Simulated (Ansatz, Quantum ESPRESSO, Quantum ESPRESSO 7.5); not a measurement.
# Evanescent states of BN, zinc blende type, lattice constant set to 3.575 Å

Wanted: the complex band structure of BN, zinc blende type, lattice constant set to 3.575 Å, as for a tunnel barrier.

Method: plane-wave DFT, LDA, GBRV ultrasoft pseudopotentials (cross-check by Ansatz 0.2.0 with PAW datasets), in Quantum ESPRESSO 7.5.

### 1. The structure

The structure is cubic, space group F-43m (No. 216). The conventional cell has a = 3.575 Å, b = 3.575 Å, c = 3.575 Å, α = 90.00°, β = 90.00°, γ = 90.00°. B has 4 N at 1.55 Å nearest. Nearest to N lie 4 B at 1.55 Å. Farther neighbours and most contacts between anions are not listed.

### 2. Ground state

pwcond needs a cell whose third axis lies along the current and stands perpendicular to the other two.

scf.in

```
&control
  prefix = 'scf'
  outdir = './out'
  pseudo_dir = './pseudo'
  calculation = 'scf'
  tprnfor = .true.
/
&system
  ibrav = 0
  nat = 4
  ntyp = 2
  ecutwfc = 40
  ecutrho = 200
  occupations = 'fixed'
  nbnd = 12
/
&electrons
  conv_thr = 1e-09
  mixing_beta = 0.6
  electron_maxstep = 120
/
ATOMIC_SPECIES
  B   10.8100  b_lda_v1.4.uspp.F.UPF
  N   14.0070  n_lda_v1.2.uspp.F.UPF
CELL_PARAMETERS angstrom
  2.52790674274191 0.00000000000000 0.00000000000000
  0.00000000000000 2.52790674274191 0.00000000000000
  0.00000000000000 0.00000000000000 3.57500000000000
ATOMIC_POSITIONS crystal
  B   0.000000000000 0.000000000000 0.000000000000
  N   0.500000000000 0.000000000000 0.250000000000
  B   0.500000000000 0.500000000000 0.500000000000
  N   0.000000000000 0.500000000000 0.750000000000
K_POINTS automatic
  10 10 8 0 0 0
```

Started as:

```bash
> OMP_NUM_THREADS=1 mpirun -n 2 pw.x -nk 2 -in scf.in > scf.out
```

Then come: complex band structure; complex band structure, with epsproj = 0.01; complex band structure, with eps_proj = 1; cross-check with Ansatz; A check by hand. Settings of the main run: cutoff 40 Ry, fixed occupations, nbnd 12, SCF threshold 1.00e-9 Ry, gbrv-lda-1.5 potentials, 10×10×8 k-mesh, mpi ranks 2, pools 2, omp threads 1.

Q: Predict the smallest κ at mid-gap among the four k points, at (1/2, 1/2); peak of the smallest κ in the stop band at the zone centre; and peak at the zone centre by Ansatz.

With a gap of 4.38 eV on the mesh, the smallest κ at mid-gap among the four k points, at (1/2, 1/2) is 0.376 Å⁻¹ (LDA, GBRV ultrasoft). For a barrier with the Fermi level at mid-gap the slowest state found, at (1/2, 1/2), loses a factor of ten in probability every 3.1 Å or so. Stop bands away from the zone centre are mostly wider than the gap, so their peaks can lie above the conduction bottom. The X valleys along [100] and [010] project onto (1/2, 1/2) in this cell.

```
smallest κ at mid-gap among the four k points, at (1/2, 1/2)         : 0.376 Å⁻¹
peak of the smallest κ in the stop band at the zone centre           : 0.483 Å⁻¹
peak of the smallest κ in the stop band at (1/4, 0)                  : 0.605 Å⁻¹
energy of the peak at the zone centre, over the highest filled level : 3.12 eV
peak at the zone centre by Ansatz                                    : 0.484 Å⁻¹
```

At the zone centre pwcond's peak is 0.483 and Ansatz's 0.484 1/Å, 0 % apart. The cell is the a/√2 one, turned by 45°, with two primitive cells, so X along [001] folds onto kz = 0. A semilocal gap is too small, often by a third to a half and by more in narrow-gap crystals, so real barriers decay faster.

[Logs are printed without paths, hosts, clocks, repeated set-up lines and the standing remarks that a program may print on its own settings, such as how far it seeks lower states.]

[Hosts, paths, dates, database ids (printed as entryN), source tags and the programs' standing remarks are cut or masked in the printed files.]

[Maps of the electrostatic potential energy from Ansatz leave out the sawtooth potential of an applied field or a dipole correction, so their vacuum need not be flat; planar profiles and work functions include it.]
